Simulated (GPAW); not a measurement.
Here is a GPAW 26.7.0 calculation.

Contents of run.py:

```python
import spglib
from ase import Atoms
from ase.dft.bandgap import bandgap
from ase.io import read, write
from gpaw import GPAW, PW

atoms = read('Ge.cif')
cell, positions, numbers = spglib.find_primitive(
    (atoms.cell[:], atoms.get_scaled_positions(), atoms.numbers), symprec=1e-4)
atoms = Atoms(numbers, cell=cell, scaled_positions=positions, pbc=True)

calc = GPAW(mode=PW(450),
            xc={'name': 'HYB_GGA_XC_PBE0_13', 'fraction': 0.3333333333333333, 'omega': 0.0, 'backend': 'pw'},
            kpts={'size': (4, 4, 4), 'gamma': True},
            occupations={'name': 'fermi-dirac', 'width': 0.05},
            nbands=9,
            convergence={'density': 1e-05, 'energy': 1e-05},
            maxiter=60,
            txt='gpaw.txt')
atoms.calc = calc
energy = atoms.get_potential_energy()
calc.write('gs.gpw')
write('result.traj', atoms)
print(f'Energy: {energy:.6f} eV')
print('Fermi level:', round(calc.get_fermi_level(), 4), 'eV')
print(f'Gap: {bandgap(calc)[0]:.4f} eV, direct: {bandgap(calc, direct=True)[0]:.4f} eV')
```

Ge.cif

```cif
data_Ge
_cell_length_a 5.65782000
_cell_length_b 5.65782000
_cell_length_c 5.65782000
_cell_angle_alpha 90.00000000
_cell_angle_beta 90.00000000
_cell_angle_gamma 90.00000000
_space_group_name_H-M_alt 'Fd-3m'
_space_group_name_Hall 'F 4d 2 3 -1d'
_space_group_IT_number 227
loop_
_space_group_symop_operation_xyz
'x,y,z'
'-y+1/4,x+1/4,z+1/4'
'-x,-y+1/2,z+1/2'
'y+3/4,-x+1/4,z+3/4'
'x,-y,-z'
'-y+1/4,-x+3/4,-z+3/4'
'-x,y+1/2,-z+1/2'
'y+3/4,x+3/4,-z+1/4'
'z,x,y'
'z+1/4,-y+1/4,x+1/4'
'z+1/2,-x,-y+1/2'
'z+3/4,y+3/4,-x+1/4'
'-z,x,-y'
'-z+3/4,-y+1/4,-x+3/4'
'-z+1/2,-x,y+1/2'
'-z+1/4,y+3/4,x+3/4'
'y,z,x'
'x+1/4,z+1/4,-y+1/4'
'-y+1/2,z+1/2,-x'
'-x+1/4,z+3/4,y+3/4'
'-y,-z,x'
'-x+3/4,-z+3/4,-y+1/4'
'y+1/2,-z+1/2,-x'
'x+3/4,-z+1/4,y+3/4'
'-x+1/4,-y+1/4,-z+1/4'
'y,-x,-z'
'x+1/4,y+3/4,-z+3/4'
'-y+1/2,x,-z+1/2'
'-x+1/4,y+1/4,z+1/4'
'y,x+1/2,z+1/2'
'x+1/4,-y+3/4,z+3/4'
'-y+1/2,-x+1/2,z'
'-z+1/4,-x+1/4,-y+1/4'
'-z,y,-x'
'-z+3/4,x+1/4,y+3/4'
'-z+1/2,-y+1/2,x'
'z+1/4,-x+1/4,y+1/4'
'z+1/2,y,x+1/2'
'z+3/4,x+1/4,-y+3/4'
'z,-y+1/2,-x+1/2'
'-y+1/4,-z+1/4,-x+1/4'
'-x,-z,y'
'y+3/4,-z+3/4,x+1/4'
'x,-z+1/2,-y+1/2'
'y+1/4,z+1/4,-x+1/4'
'x+1/2,z+1/2,y'
'-y+3/4,z+3/4,x+1/4'
'-x+1/2,z,-y+1/2'
'x,y+1/2,z+1/2'
[... 70 lines left out ...]
'x+1/4,-z+1/4,y+1/4'
'-x+3/4,-y+1/4,-z+3/4'
'y+1/2,-x,-z+1/2'
'x+3/4,y+3/4,-z+1/4'
'-y,x,-z'
'-x+3/4,y+1/4,z+3/4'
'y+1/2,x+1/2,z'
'x+3/4,-y+3/4,z+1/4'
'-y,-x+1/2,z+1/2'
'-z+3/4,-x+1/4,-y+3/4'
'-z+1/2,y,-x+1/2'
'-z+1/4,x+1/4,y+1/4'
'-z,-y+1/2,x+1/2'
'z+3/4,-x+1/4,y+3/4'
'z,y,x'
'z+1/4,x+1/4,-y+1/4'
'z+1/2,-y+1/2,-x'
'-y+3/4,-z+1/4,-x+3/4'
'-x+1/2,-z,y+1/2'
'y+1/4,-z+3/4,x+3/4'
'x+1/2,-z+1/2,-y'
'y+3/4,z+1/4,-x+3/4'
'x,z+1/2,y+1/2'
'-y+1/4,z+3/4,x+3/4'
'-x,z,-y'
'x+1/2,y+1/2,z'
'-y+3/4,x+3/4,z+1/4'
'-x+1/2,-y,z+1/2'
'y+1/4,-x+3/4,z+3/4'
'x+1/2,-y+1/2,-z'
'-y+3/4,-x+1/4,-z+3/4'
'-x+1/2,y,-z+1/2'
'y+1/4,x+1/4,-z+1/4'
'z+1/2,x+1/2,y'
'z+3/4,-y+3/4,x+1/4'
'z,-x+1/2,-y+1/2'
'z+1/4,y+1/4,-x+1/4'
'-z+1/2,x+1/2,-y'
'-z+1/4,-y+3/4,-x+3/4'
'-z,-x+1/2,y+1/2'
'-z+3/4,y+1/4,x+3/4'
'y+1/2,z+1/2,x'
'x+3/4,z+3/4,-y+1/4'
'-y,z,-x'
'-x+3/4,z+1/4,y+3/4'
'-y+1/2,-z+1/2,x'
'-x+1/4,-z+1/4,-y+1/4'
'y,-z,-x'
'x+1/4,-z+3/4,y+3/4'
'-x+3/4,-y+3/4,-z+1/4'
'y+1/2,-x+1/2,-z'
'x+3/4,y+1/4,-z+3/4'
'-y,x+1/2,-z+1/2'
'-x+3/4,y+3/4,z+1/4'
'y+1/2,x,z+1/2'
'x+3/4,-y+1/4,z+3/4'
'-y,-x,z'
'-z+3/4,-x+3/4,-y+1/4'
'-z+1/2,y+1/2,-x'
'-z+1/4,x+3/4,y+3/4'
'-z,-y,x'
'z+3/4,-x+3/4,y+1/4'
'z,y+1/2,x+1/2'
'z+1/4,x+3/4,-y+3/4'
'z+1/2,-y,-x+1/2'
'-y+3/4,-z+3/4,-x+1/4'
'-x+1/2,-z+1/2,y'
'y+1/4,-z+1/4,x+1/4'
'x+1/2,-z,-y+1/2'
'y+3/4,z+3/4,-x+1/4'
'x,z,y'
'-y+1/4,z+1/4,x+1/4'
'-x,z+1/2,-y+1/2'
loop_
_atom_site_label
_atom_site_type_symbol
_atom_site_symmetry_multiplicity
_atom_site_Wyckoff_symbol
_atom_site_fract_x
_atom_site_fract_y
_atom_site_fract_z
_atom_site_occupancy
Ge1 Ge 8 a 0.2500000000 0.2500000000 0.2500000000 1
```

Potentials or basis: GPAW PAW data sets (gpaw-data 1.2.1), pw.

Command:

```console
$ OMP_NUM_THREADS=1 python run.py
```

Estimate the band gap on the k mesh.

2.00 eV, indirect (least direct gap 2.11 eV).

Caveat: the k mesh is coarse (spacing up to 0.48 Å⁻¹), so the values aren't converged, least of all with exact exchange; exact exchange converges slowly with the k mesh, and this mesh is small. A k mesh can miss the band edges.
